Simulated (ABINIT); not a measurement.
# GaSb (F-43m) in ABINIT: settings compared

Aim: see how the results for GaSb move with the level of theory and the settings. Levels: revPBE, LDA-PZ, WC, rPW86PBE. Tasks: band structure, equation of state.

Program: ABINIT 10.8.3 (patched build). These are calculated values, not measurements. Logs are shortened: lines on timing, memory, paths and dates and some standing lists are left out, and cuts for length are marked. The log counts tension as positive stress, the text compression.

**Experimental background.**

A printed reference work, data compilation reports, for a bulk crystal of GaSb at 4.2 K: band gap 0.811 eV (direct).

The runs below are set against these values where they give the same quantity.

## (1) Starting point

It takes space group F-43m (No. 216, cubic). The conventional cell has a = 6.118 Å, b = 6.118 Å, c = 6.118 Å, α = 90.00°, β = 90.00°, γ = 90.00°. Around Sb (site symmetry -43m) lie 4 Ga at 2.65 Å. Around Ga (site symmetry -43m) lie 4 Sb at 2.65 Å.

## (2) Band structure, revPBE

run.abi

```
# Datasets: ground state, then fixed potential
ndtset 2

# Pseudopotentials
pp_dirpath "./"
pseudos "Sb.GGA_PBE-JTH.xml, Ga.GGA_PBE-JTH.xml"

# Structure
acell 3*1.0
rprim
     0.0000000000     5.7806722152     5.7806722152
     5.7806722152     0.0000000000     5.7806722152
     5.7806722152     5.7806722152     0.0000000000
ntypat 2
znucl 51 31
natom 2
typat 1 2
xred
     0.7500000000     0.7500000000     0.7500000000
     0.0000000000     0.0000000000     0.0000000000

# Plane-wave basis
ecut 17.0
pawecutdg 34.0

# Exchange and correlation
ixc 14

# Bands and occupations
occopt 3
tsmear 0.05 eV

# SCF cycle
nstep 100

# Output
iomode 3
prtwf 0
prteig 0
prtebands 0
prtden1 1

# Dataset 1
kptopt1 1
ngkpt1 8 8 8
nshiftk1 1
shiftk1 0.0 0.0 0.0
nband1 18
tolvrs1 1.0e-9

# Dataset 2: bands along G-X-W-K-G-L-U-W-L-K
iscf2 -2
getden2 1
nband2 22
nbdbuf2 2
tolwfr2 1.0e-12
kptopt2 -9
ndivsm2 8
prteig2 1
prtvol2 -3
kptbounds2
     0.0000000000     0.0000000000     0.0000000000
     0.5000000000     0.0000000000     0.5000000000
     0.5000000000     0.2500000000     0.7500000000
     0.3750000000     0.3750000000     0.7500000000
     0.0000000000     0.0000000000     0.0000000000
     0.5000000000     0.5000000000     0.5000000000
     0.6250000000     0.2500000000     0.6250000000
     0.5000000000     0.2500000000     0.7500000000
     0.5000000000     0.5000000000     0.5000000000
     0.3750000000     0.3750000000     0.7500000000
```

Potentials or basis: JTH PAW PBE v2.0.

Launch:

```sh
> abinit run.abi > log 2>&1
```

run.abo:

```text
.Version 10.8.3 of ABINIT
 DATASET    1 : space group F-4 3 m (#216); Bravais cF (face-center cubic)
================================================================================
 Values of the parameters that define the memory need for DATASET  1.
     intxc =       0    ionmov =       0      iscf =      17    lmnmax =      18
     lnmax =       6     mgfft =      32  mpssoang =       3    mqgrid =    3001
     natom =       2  nloc_mem =       2    nspden =       1   nspinor =       1
    nsppol =       1      nsym =      24    n1xccc =       1    ntypat =       2
    occopt =       3   xclevel =       2
       mpw =        1308          nfft =       32768          nkpt =          29
 PAW method is used; the additional fine FFT grid is defined by:
   mgfftf=        45    nfftf =     91125
================================================================================
================================================================================

 DATASET    2 : space group F-4 3 m (#216); Bravais cF (face-center cubic)
================================================================================
 Values of the parameters that define the memory need for DATASET  2.
     intxc =       0    ionmov =       0      iscf =      -2    lmnmax =      18
     lnmax =       6     mgfft =      32  mpssoang =       3    mqgrid =    3001
     natom =       2  nloc_mem =       2    nspden =       1   nspinor =       1
    nsppol =       1      nsym =      24    n1xccc =       1    ntypat =       2
    occopt =       3   xclevel =       2
       mpw =        1313          nfft =       32768          nkpt =         139
 PAW method is used; the additional fine FFT grid is defined by:
   mgfftf=        45    nfftf =     91125
================================================================================
================================================================================

--------------------------------------------------------------------------------
------------- Echo of variables that govern the present computation ------------
--------------------------------------------------------------------------------
 -outvars: echo values of preprocessed input variables --------
            acell      1.0000000000E+00  1.0000000000E+00  1.0000000000E+00 Bohr
              amu      1.21753000E+02  6.97230000E+01
             ecut      1.70000000E+01 Hartree
           getden1          0
           getden2          1
             iscf1         17
             iscf2         -2
              ixc          14
           jdtset        1    2
           kptopt1          1
           kptopt2         -9
         kptrlatt        8    0    0      0    8    0      0    0    8
          kptrlen1     6.54008404E+01
          kptrlen2     3.00000000E+01
            natom           2
            nband1         18
            nband2         22
           nbdbuf1          0
           nbdbuf2          2
           ndtset           2
           ndivsm1          0
           ndivsm2          8
            ngfft          32      32      32
          ngfftdg          45      45      45
             nkpt1         29
             nkpt2        139
            nstep         100
             nsym          24
           ntypat           2
           occopt           3
        pawecutdg      3.40000000E+01 Hartree
         pawxcdev           0
        prtebands           0
           prteig1          0
           prteig2          1
           prtvol1          0
           prtvol2         -3
            prtwf           0
            rprim      0.0000000000E+00  5.7806722152E+00  5.7806722152E+00
                       5.7806722152E+00  0.0000000000E+00  5.7806722152E+00
                       5.7806722152E+00  5.7806722152E+00  0.0000000000E+00
           shiftk1     0.00000000E+00  0.00000000E+00  0.00000000E+00
           shiftk2     5.00000000E-01  5.00000000E-01  5.00000000E-01
          spgroup         216
           tolvrs1     1.00000000E-09
           tolvrs2     0.00000000E+00
           tolwfr1     0.00000000E+00
           tolwfr2     1.00000000E-12
           tsmear      1.83746611E-03 Hartree
            typat      1  2
           useylm           1
           xangst      4.5884999969E+00  4.5884999969E+00  4.5884999969E+00
                       0.0000000000E+00  0.0000000000E+00  0.0000000000E+00
            xcart      8.6710083228E+00  8.6710083228E+00  8.6710083228E+00
                       0.0000000000E+00  0.0000000000E+00  0.0000000000E+00
             xred      7.5000000000E-01  7.5000000000E-01  7.5000000000E-01
[... 229 lines left out ...]
 Real(R)+Recip(G) space primitive vectors, cartesian coordinates (Bohr,Bohr^-1):
 R(1)=  0.0000000  5.7806722  5.7806722  G(1)= -0.0864951  0.0864951  0.0864951
 R(2)=  5.7806722  0.0000000  5.7806722  G(2)=  0.0864951 -0.0864951  0.0864951
 R(3)=  5.7806722  5.7806722  0.0000000  G(3)=  0.0864951  0.0864951 -0.0864951
 Unit cell volume ucvol=  3.8633587E+02 bohr^3
 Angles (23,13,12)=  6.00000000E+01  6.00000000E+01  6.00000000E+01 degrees

 Coarse grid specifications (used for wave-functions):

 getcut: wavevector=  0.0000  0.0000  0.0000  ngfft=  32  32  32
         ecut(hartree)=     17.000   => boxcut(ratio)=   2.10895

 Fine grid specifications (used for densities):

 getcut: wavevector=  0.0000  0.0000  0.0000  ngfft=  45  45  45
         ecut(hartree)=     34.000   => boxcut(ratio)=   2.05048
--------------------------------------------------------------------------------

================================================================================
 Non-SCF case, kpt    1 (  0.00000  0.00000  0.00000), residuals and eigenvalues=
  8.03E-13  6.03E-13  9.69E-13  6.51E-13  3.06E-13  6.69E-13  8.71E-13  7.30E-13
  5.44E-13  8.68E-13  6.06E-13  9.92E-13  8.17E-13  1.39E-13  3.51E-13  4.12E-13
  6.65E-13  2.31E-13  4.50E-13  6.61E-13  2.53E-12  7.23E-13
 -8.8229E-01 -8.8229E-01 -8.8229E-01 -8.8175E-01 -8.8175E-01 -3.7625E-01
 -3.7625E-01 -3.7625E-01 -3.7450E-01 -3.7450E-01 -2.4551E-01  1.7545E-01
  1.7545E-01  1.7545E-01  1.7902E-01  2.7831E-01  2.7831E-01  2.7831E-01
  3.9485E-01  4.9635E-01  4.9635E-01  5.2775E-01
 Non-SCF case, kpt    2 (  0.02174  0.00000  0.02174), residuals and eigenvalues=
  7.49E-13  4.24E-13  7.16E-13  9.23E-13  6.99E-13  5.14E-13  5.30E-13  5.46E-13
  7.25E-13  6.27E-13  3.04E-13  4.70E-13  2.54E-13  3.47E-13  7.34E-13  3.41E-13
[... 1087 lines left out ...]
  4.02E-13  5.24E-13  3.16E-13  5.36E-13  3.02E-13  5.46E-13  1.88E-13  2.49E-13
  8.09E-13  5.98E-13  3.56E-13  5.11E-13  7.12E-10  1.08E-07
 -8.8232E-01 -8.8214E-01 -8.8211E-01 -8.8177E-01 -8.8168E-01 -3.7770E-01
 -3.7554E-01 -3.7546E-01 -3.7474E-01 -3.7449E-01 -1.5950E-01 -6.5230E-02
  4.2579E-02  9.7327E-02  2.3132E-01  3.3080E-01  4.1156E-01  4.1936E-01
  4.5222E-01  5.0013E-01  6.2435E-01  6.4666E-01
 Non-SCF case, kpt  139 (  0.37500  0.37500  0.75000), residuals and eigenvalues=
  8.83E-13  5.71E-13  9.74E-13  5.51E-13  3.86E-13  6.82E-13  5.02E-13  4.57E-13
  7.24E-13  5.21E-13  2.52E-13  7.89E-13  5.79E-13  5.84E-13  4.17E-13  9.46E-13
  4.16E-13  5.73E-13  1.48E-13  8.25E-13  1.03E-09  3.86E-07
 -8.8233E-01 -8.8213E-01 -8.8211E-01 -8.8178E-01 -8.8167E-01 -3.7773E-01
 -3.7552E-01 -3.7543E-01 -3.7476E-01 -3.7448E-01 -1.5809E-01 -6.6856E-02
  4.3719E-02  9.5192E-02  2.2951E-01  3.1983E-01  4.2041E-01  4.2707E-01
  4.5623E-01  5.0497E-01  6.2738E-01  6.5376E-01

--- !ResultsGS
iteration_state: {dtset: 2, }
comment   : Summary of ground state results
lattice_vectors:
- [  0.0000000,   5.7806722,   5.7806722, ]
- [  5.7806722,   0.0000000,   5.7806722, ]
- [  5.7806722,   5.7806722,   0.0000000, ]
lattice_lengths: [   8.17511,    8.17511,    8.17511, ]
lattice_angles: [ 60.000,  60.000,  60.000, ] # degrees, (23, 13, 12)
lattice_volume:   3.8633587E+02
convergence: {deltae:  0.000E+00, res2:  0.000E+00, residm:  9.998E-13, diffor:  0.000E+00, }
etotal    :  -1.61606977E+02
entropy   :   0.00000000E+00
fermie    :   1.78701938E-01
cartesian_stress_tensor: null
pressure_GPa: null
xred      :
- [  7.5000E-01,   7.5000E-01,   7.5000E-01, Sb]
- [  0.0000E+00,   0.0000E+00,   0.0000E+00, Ga]
cartesian_forces: null
force_length_stats: {min: null, max: null, mean: null, }
...

 Integrated electronic density in atomic spheres:
 ------------------------------------------------
 Atom  Sphere_radius  Integrated_density
    1        2.40089         12.54912736
    2        2.10359         11.03633145

================================================================================

 ----iterations are completed or convergence reached----

 Mean square residual over all n,k,spin=   60.174E-14; max=  99.980E-14
 reduced coordinates (array xred) for    2 atoms
       0.750000000000      0.750000000000      0.750000000000
       0.000000000000      0.000000000000      0.000000000000

 cartesian coordinates (angstrom) at end:
    1      4.58849999686311     4.58849999686311     4.58849999686311
    2      0.00000000000000     0.00000000000000     0.00000000000000
 length scales=  1.000000000000  1.000000000000  1.000000000000 bohr
              =  0.529177210544  0.529177210544  0.529177210544 angstroms
 Eigenvalues (hartree) for nkpt= 139  k points:
 kpt#   1, nband= 22, wtk=  1.00000, kpt=  0.0000  0.0000  0.0000 (reduced coord)
  -0.88229   -0.88229   -0.88229   -0.88175   -0.88175   -0.37625   -0.37625   -0.37625
  -0.37450   -0.37450   -0.24551    0.17545    0.17545    0.17545    0.17902    0.27831
   0.27831    0.27831    0.39485    0.49635    0.49635    0.52775
 kpt#   2, nband= 22, wtk=  1.00000, kpt=  0.0217  0.0000  0.0217 (reduced coord)
  -0.88229   -0.88229   -0.88229   -0.88175   -0.88175   -0.37626   -0.37624   -0.37624
  -0.37450   -0.37449   -0.24527    0.16385    0.17443    0.17443    0.19043    0.27758
   0.27965    0.27965    0.39625    0.49006    0.49658    0.52828
 kpt#   3, nband= 22, wtk=  1.00000, kpt=  0.0435  0.0000  0.0435 (reduced coord)
  -0.88230   -0.88229   -0.88229   -0.88175   -0.88175   -0.37629   -0.37623   -0.37623
  -0.37450   -0.37449   -0.24455    0.15057    0.17151    0.17151    0.20311    0.27556
   0.28349    0.28349    0.40035    0.47745    0.49728    0.52973
 kpt#   4, nband= 22, wtk=  1.00000, kpt=  0.0652  0.0000  0.0652 (reduced coord)
  -0.88230   -0.88229   -0.88229   -0.88176   -0.88175   -0.37633   -0.37621   -0.37621
  -0.37451   -0.37449   -0.24336    0.13724    0.16709    0.16709    0.21521    0.27268
   0.28946    0.28946    0.40681    0.46351    0.49843    0.53222
 kpt#   5, nband= 22, wtk=  1.00000, kpt=  0.0870  0.0000  0.0870 (reduced coord)
[... 525 lines left out ...]
  -0.37470   -0.37450   -0.16438   -0.06082    0.04485    0.10273    0.23576    0.34991
   0.38818    0.39894    0.45648    0.49819    0.59215    0.63999
 kpt# 137, nband= 22, wtk=  1.00000, kpt=  0.3929  0.3929  0.7143 (reduced coord)
  -0.88231   -0.88214   -0.88212   -0.88177   -0.88168   -0.37766   -0.37557   -0.37548
  -0.37472   -0.37450   -0.16169   -0.06307    0.04290    0.09985    0.23344    0.34147
   0.39924    0.40975    0.45322    0.49807    0.61052    0.64283
 kpt# 138, nband= 22, wtk=  1.00000, kpt=  0.3839  0.3839  0.7321 (reduced coord)
  -0.88232   -0.88214   -0.88211   -0.88177   -0.88168   -0.37770   -0.37554   -0.37546
  -0.37474   -0.37449   -0.15950   -0.06523    0.04258    0.09733    0.23132    0.33080
   0.41156    0.41936    0.45222    0.50013    0.62435    0.64666
 kpt# 139, nband= 22, wtk=  1.00000, kpt=  0.3750  0.3750  0.7500 (reduced coord)
  -0.88233   -0.88213   -0.88211   -0.88178   -0.88167   -0.37773   -0.37552   -0.37543
  -0.37476   -0.37448   -0.15809   -0.06686    0.04372    0.09519    0.22951    0.31983
   0.42041    0.42707    0.45623    0.50497    0.62738    0.65376

== END DATASET(S) ==============================================================
================================================================================

 -outvars: echo values of variables after computation  --------
            acell      1.0000000000E+00  1.0000000000E+00  1.0000000000E+00 Bohr
           etotal1    -1.6160697743E+02
            fcart1    -1.4556293817E-30 -1.4556293817E-30  4.3668881451E-30
                       1.4556293817E-30  1.4556293817E-30 -4.3668881451E-30
            rprim      0.0000000000E+00  5.7806722152E+00  5.7806722152E+00
                       5.7806722152E+00  0.0000000000E+00  5.7806722152E+00
                       5.7806722152E+00  5.7806722152E+00  0.0000000000E+00
           strten1    -1.1129732131E-04 -1.1129732131E-04 -1.1129732131E-04
                       0.0000000000E+00  0.0000000000E+00  0.0000000000E+00
           xangst      4.5884999969E+00  4.5884999969E+00  4.5884999969E+00
                       0.0000000000E+00  0.0000000000E+00  0.0000000000E+00
             xred      7.5000000000E-01  7.5000000000E-01  7.5000000000E-01
                       0.0000000000E+00  0.0000000000E+00  0.0000000000E+00
 Calculation completed.
```

Run time: 1.8 min. Hardware: 1 thread of Arm Neoverse V1, shared host; peak memory 0.16 GiB.

What came out:

- Free energy: -4397.5499 eV
- Pressure: 3.3 GPa
- Band gap on the k mesh: 0.10 eV, direct
- Band gap along the path: 0.10 eV, direct
- Valence electrons inside the program's atomic spheres: Sb 12.55; Ga 11.04

Levels at the corners of the path, in eV from the valence-band top:
```tsv
point	band 12	band 13	band 14	band 15	band 16	band 17
Γ	0.00	0.00	0.00	0.10	2.80	2.80
X	-6.77	-2.57	-2.57	0.97	1.33	8.74
W	-6.64	-3.33	-3.10	3.71	4.40	4.45
K	-6.59	-3.58	-2.18	1.47	3.93	6.67
Γ	0.00	0.00	0.00	0.10	2.80	2.80
L	-6.33	-1.15	-1.15	0.46	3.78	3.78
U	-6.59	-3.58	-2.18	1.47	3.93	6.67
W	-6.64	-3.33	-3.10	3.71	4.40	4.45
L	-6.33	-1.15	-1.15	0.46	3.78	3.78
K	-6.59	-3.58	-2.18	1.47	3.93	6.67
```

Caveat: the PAW data sets were made with another functional, which shifts forces and pressure a little; spin-orbit coupling is left out, which moves the levels of the heavy elements.

## (3) Equation of state, LDA-PZ

run.abi

```
# Datasets: one volume each
ndtset 7
getwfk -1
scalecart1 3*0.9795861087
scalecart2 3*0.9864848297
scalecart3 3*0.9932883884
scalecart4 3*1.0000000000
scalecart5 3*1.0066227096
scalecart6 3*1.0131594038
scalecart7 3*1.0196128224

# Pseudopotentials
pp_dirpath "./"
pseudos "Sb.LDA_PW-JTH_sp.xml, Ga.LDA_PW-JTH.xml"

# Structure
acell 8.1751050464 8.1751050464 8.1751050464
rprim
     0.0000000000     0.7071067812     0.7071067812
     0.7071067812     0.0000000000     0.7071067812
     0.7071067812     0.7071067812     0.0000000000
ntypat 2
znucl 51 31
natom 2
typat 1 2
xred
     0.7500000000     0.7500000000     0.7500000000
     0.0000000000     0.0000000000     0.0000000000

# Plane-wave basis
ecut 544.227725 eV
pawecutdg 40.0

# k points
kptopt 1
ngkpt 8 8 8
nshiftk 1
shiftk 0.0 0.0 0.0

# Exchange and correlation
ixc 2

# Bands and occupations
nband 13
occopt 3
tsmear 0.05 eV

# SCF cycle
nstep 100
tolvrs 1.0e-9

# Output
iomode 3
prtwf 1
prtden 0
prteig 0
prtebands 0
```

Potentials or basis: JTH PAW LDA v2.0 sp.

Launch:

```sh
> abinit run.abi > log 2>&1
```

run.abo:

```text
.Version 10.8.3 of ABINIT
 DATASET    1 : space group F-4 3 m (#216); Bravais cF (face-center cubic)
================================================================================
 Values of the parameters that define the memory need for DATASET  1.
     intxc =       0    ionmov =       0      iscf =      17    lmnmax =      18
     lnmax =       6     mgfft =      36  mpssoang =       3    mqgrid =    3001
     natom =       2  nloc_mem =       2    nspden =       1   nspinor =       1
    nsppol =       1      nsym =      24    n1xccc =       1    ntypat =       2
    occopt =       3   xclevel =       1
       mpw =        1565          nfft =       46656          nkpt =          29
 PAW method is used; the additional fine FFT grid is defined by:
   mgfftf=        48    nfftf =    110592
================================================================================
================================================================================
[... 71 lines left out ...]
 DATASET    7 : space group F-4 3 m (#216); Bravais cF (face-center cubic)
[... 1454 lines left out ...]
                      -0.0000000000E+00 -0.0000000000E+00 -0.0000000000E+00
            fcart5     1.8075657441E-31  1.8075657441E-31 -5.4226972322E-31
                      -1.8075657441E-31 -1.8075657441E-31  5.4226972322E-31
[... 38 lines left out ...]
                       0.0000000000E+00  0.0000000000E+00  0.0000000000E+00
           xangst1     4.4948308568E+00  4.4948308568E+00  4.4948308568E+00
                       0.0000000000E+00  0.0000000000E+00  0.0000000000E+00
           xangst2     4.5264856381E+00  4.5264856381E+00  4.5264856381E+00
                       0.0000000000E+00  0.0000000000E+00  0.0000000000E+00
           xangst3     4.5577037672E+00  4.5577037672E+00  4.5577037672E+00
                       0.0000000000E+00  0.0000000000E+00  0.0000000000E+00
           xangst4     4.5884999970E+00  4.5884999970E+00  4.5884999970E+00
                       0.0000000000E+00  0.0000000000E+00  0.0000000000E+00
           xangst5     4.6188882999E+00  4.6188882999E+00  4.6188882999E+00
                       0.0000000000E+00  0.0000000000E+00  0.0000000000E+00
           xangst6     4.6488819213E+00  4.6488819213E+00  4.6488819213E+00
                       0.0000000000E+00  0.0000000000E+00  0.0000000000E+00
           xangst7     4.6784934325E+00  4.6784934325E+00  4.6784934325E+00
                       0.0000000000E+00  0.0000000000E+00  0.0000000000E+00
             xred      7.5000000000E-01  7.5000000000E-01  7.5000000000E-01
                       0.0000000000E+00  0.0000000000E+00  0.0000000000E+00
 Calculation completed.
```

Run time: 2 min. Hardware: 1 thread of Arm Neoverse V1, shared host; peak memory 0.14 GiB.

What came out:

| Quantity | Value |
| --- | --- |
| Equilibrium volume | 27.75 Å³/atom |
| Bulk modulus | 55 GPa |
| Pressure derivative of the bulk modulus | 4.7 |

Energy against volume, from the lowest point:
```tsv
volume (Å³/atom)	energy (meV/atom)
26.907	4.27
27.480	0.00
28.052	0.06
28.625	3.96
29.197	11.30
29.770	21.65
30.342	34.73
```

Caveat: pressures at fixed basis lie under the slope of the energies; this set keeps more shells in the core, which shifts pressures and gaps.

(Part 1 of 2 ends here.)
